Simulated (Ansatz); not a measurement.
# Ni: the cost of one run

Program: Ansatz 0.2.0. Level of theory: DFT PBE, scalar-relativistic, plane waves, PAW. These are calculated values, not measurements.

## 1. The starting structure

It takes space group Cmce (No. 64, orthorhombic). Conventional cell: a = 2.764 Å, b = 8.769 Å, c = 3.658 Å, α = 90.00°, β = 90.00°, γ = 90.00°. Ni (site symmetry m) has 3 Ni at 1.81 to 1.84 Å as nearest neighbours.

As a file:

```cif
data_structure
_symmetry_space_group_name_H-M 'P 1'
_symmetry_Int_Tables_number 1
_cell_length_a 4.5970
_cell_length_b 4.5970
_cell_length_c 3.6578
_cell_angle_alpha 90.000
_cell_angle_beta 90.000
_cell_angle_gamma 145.006
_cell_volume 44.33
loop_
_atom_site_label
_atom_site_type_symbol
_atom_site_fract_x
_atom_site_fract_y
_atom_site_fract_z
_atom_site_occupancy
Ni1 Ni 0.09800 0.90200 0.91000 1
Ni2 Ni 0.59800 0.40200 0.59000 1
Ni3 Ni 0.90200 0.09800 0.09000 1
Ni4 Ni 0.40200 0.59800 0.41000 1
```

(A quick probe on a coarse mesh, which set the mesh and smearing, is not shown.)

## 3. A loose first relaxation

The input, input.yaml:

```yaml
crystal:
  lattice:
    - [1.3821097241, -4.3843359827, 0.0]
    - [1.3821097241, 4.3843359827, 0.0]
    - [0.0, 0.0, 3.657788877]
  atoms:
    - { symbol: Ni, position: [0.098, 0.902, 0.91], spin: 0.75 }
    - { symbol: Ni, position: [0.598, 0.402, 0.59], spin: 0.75 }
    - { symbol: Ni, position: [0.902, 0.098, 0.09], spin: 0.75 }
    - { symbol: Ni, position: [0.402, 0.598, 0.41], spin: 0.75 }
basis:
  ecutwfc: 420
kpoints:
  mp_grid: { grid: [6, 6, 6] }
hamiltonian:
  xc: pbe
scf:
  occupations: { method: gaussian, width: 0.1 }
  lower_state_search: "off"
output:
  forces: true
  stress: true
  eigenvalues: true
  populations: true
magnetization:
  spin_polarized: true
relax:
  adjacent_minimum: "off"
  f_tol: 0.04
  max_steps: 70
  cell: { stress_tol: 0.4 }
```

**Question.** How long does this run take on 1 thread of an Arm CPU, shared host, and how much memory does it need?

About 2.9 min, with a peak of 0.43 GiB.
